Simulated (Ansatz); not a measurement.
Level of theory: DFT PBE, scalar-relativistic, plane waves, PAW in Ansatz 0.2.0. All cells share a 420 eV cutoff and Γ-centred k meshes spaced at most about 0.3 Å⁻¹ (about 0.25 or finer for metals, 2π included). No spin polarisation.

These are static total energies at zero pressure.

Compare these two cells of InGa3AsP, each relaxed at this level.

A.

```
CELL_PARAMETERS angstrom
5.36231 0.00000 0.00000
-2.68116 4.64390 0.00000
0.00000 0.00000 8.00158
ATOMIC_POSITIONS crystal
In 0.00000 0.00000 0.00139
Ga 0.50000 0.00000 0.20230
Ga 0.00000 0.50000 0.20230
Ga 0.50000 0.50000 0.20230
P 0.00000 0.00000 0.38964
As 0.00000 0.00000 0.65496
```

B.

```
CELL_PARAMETERS angstrom
6.42071 0.00000 0.00000
-3.21035 5.56050 0.00000
0.00000 0.00000 3.75473
ATOMIC_POSITIONS crystal
In 0.66667 0.33333 0.00000
Ga 0.67783 0.83892 0.50000
Ga 0.16108 0.83892 0.50000
Ga 0.16108 0.32217 0.50000
P 0.00000 0.00000 0.00000
As 0.33333 0.66667 0.00000
```

Question: Which would you expect to be lower, and how large is the difference?

Answer: B is lower, by 0.32 eV/atom. A has space group P6mm (No. 183), 33.2 Å³/atom and no gap on its mesh; B has space group P-6m2 (No. 187), 22.3 Å³/atom and no gap. The shortest distance is 2.12 Å (As–P) in A and 2.59 Å (Ga–P) in B. The denser one is the lower, and pressure would at first widen the difference. Even the lower one lies +0.11 eV/atom against the reference forms of the elements (uncorrected), so neither is stable at this level. In A, In has 1 As at 2.77 Å, 1 P at 3.11 Å and 6 Ga at 3.13 Å; Ga has 4 Ga at 2.68 Å, 2 P at 3.07 Å and 2 In at 3.13 Å; around P lie 1 As at 2.12 Å, 6 Ga at 3.07 Å and 1 In at 3.11 Å; As has 1 P at 2.12 Å and 1 In at 2.77 Å. In B, In is surrounded by 3 As at 3.71 Å, 3 P at 3.71 Å, 12 Ga at 3.72 Å and 2 In at 3.75 Å; Ga has 2 P at 2.59 Å, 2 As at 2.68 Å, 2 Ga at 3.10 Å, 2 Ga at 3.32 Å and 4 In at 3.72 Å; P has 6 Ga at 2.59 Å, 3 As at 3.71 Å and 3 In at 3.71 Å; around As lie 6 Ga at 2.68 Å, 3 In at 3.71 Å and 3 P at 3.71 Å. Both come from invented guesses.

Cells relaxed within their symmetry can be saddle points.
